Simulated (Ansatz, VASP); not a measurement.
**Two plane-wave programs on AlNi**

POSCAR

```
AlNi
1.0
    2.9189122424      0.0000000000      0.0000000000
    0.0000000000      2.9189122424      0.0000000000
    0.0000000000      0.0000000000      2.9189122424
Ni Al
1 1
Direct
    0.5000000000      0.5000000000      0.5000000000
    0.0000000000      0.0000000000      0.0000000000
```

File INCAR.step1:

```
PREC     = Accurate       # precision mode
ENCUT    = 520            # plane-wave cutoff, eV
ISMEAR   = -1             # smearing method
SIGMA    = 0.05           # smearing width, eV
LREAL    = False          # projectors in reciprocal space
LASPH    = True           # aspherical terms in the spheres
NELM     = 150            # most SCF steps
ISPIN    = 2              # spin polarisation
MAGMOM   = 1 0            # initial moments
LMAXMIX  = 4              # l up to which the mixer works
NBANDS   = 18             # bands
GGA      = PE             # functional
ALGO     = Normal         # electronic algorithm
EDIFF    = 1E-4           # SCF threshold, eV
LWAVE    = True           # write WAVECAR
LCHARG   = False          # write CHGCAR
```

Contents of INCAR.step2:

```
PREC     = Accurate       # precision mode
ENCUT    = 520            # plane-wave cutoff, eV
EDIFF    = 1E-6           # SCF threshold, eV
ISMEAR   = -1             # smearing method
SIGMA    = 0.05           # smearing width, eV
LREAL    = False          # projectors in reciprocal space
LASPH    = True           # aspherical terms in the spheres
NELM     = 150            # most SCF steps
ALGO     = Normal         # electronic algorithm
ISIF     = 2              # what is computed and relaxed
LWAVE    = False          # write WAVECAR
LCHARG   = True           # write CHGCAR
ISPIN    = 2              # spin polarisation
MAGMOM   = 1 0            # initial moments
LORBIT   = 11             # projections on sites
LMAXMIX  = 4              # l up to which the mixer works
METAGGA  = R2SCAN         # meta-GGA
LMIXTAU  = True         
LELF     = True           # ELF
LVHAR    = True         
NBANDS   = 18             # bands
ISTART   = 1
```

KPOINTS

```
Automatic mesh
0
Gamma
  9 9 9
```

File input.yaml:

```yaml
crystal:
  lattice:
    - [2.9189122424, 0.0, 0.0]
    - [0.0, 2.9189122424, 0.0]
    - [0.0, 0.0, 2.9189122424]
  atoms:
    - { symbol: Ni, position: [0.5, 0.5, 0.5], spin: 1.0 }
    - { symbol: Al, position: [0.0, 0.0, 0.0] }
hamiltonian:
  xc: r2scan
  pseudopotentials: { kind: paw }
magnetization:
  spin_polarized: true
kpoints:
  mp_grid: { grid: [9, 9, 9] }
scf:
  occupations: { method: fermi_dirac, width: 0.05 }
output:
  forces: true
  stress: true
  eigenvalues: true
```

Alike in both runs: task single point; functional r2SCAN; k mesh 9 × 9 × 9; occupations fermi-dirac, width 0.05 eV; collinear spin.

|  | VASP | Ansatz |
| --- | --- | --- |
| version | VASP 6.6.1 | Ansatz 0.2.0 |
| potentials or method | VASP PAW PBE potentials, release 64 (Ni, Al) | Ansatz PAW |
| plane-wave cutoff (eV) | 520 | 500 |
| valence electrons in the cell | 13 | 21 |

Ansatz gave:

| Item | Value |
| --- | --- |
| gap on the k mesh at the Fermi level (eV) | none |
| pressure (GPa) | -9.1 |
| net moment per atom (μB) | 0.00 |

Q: What did VASP give for the same quantities?

A: gap on the k mesh at the Fermi level (eV): none; pressure (GPa): -9.3; net moment per atom (μB): 0.00.

A gap of «none» marks a metal or a gap that the smearing closes. With one functional, cell and mesh, what is left measures potentials, basis and numerics. The two sets of potentials don't hold the same shells in valence.

Caveats: the PAW data sets were made with another functional, which shifts forces and pressure a little (VASP); the magnetic or orbital state may not be the lowest (Ansatz); the PAW data sets come from PBE, with cores solved anew for the run's functional, which leaves a small shift of forces and pressure (Ansatz); the starting moments weren't kept (Ansatz).
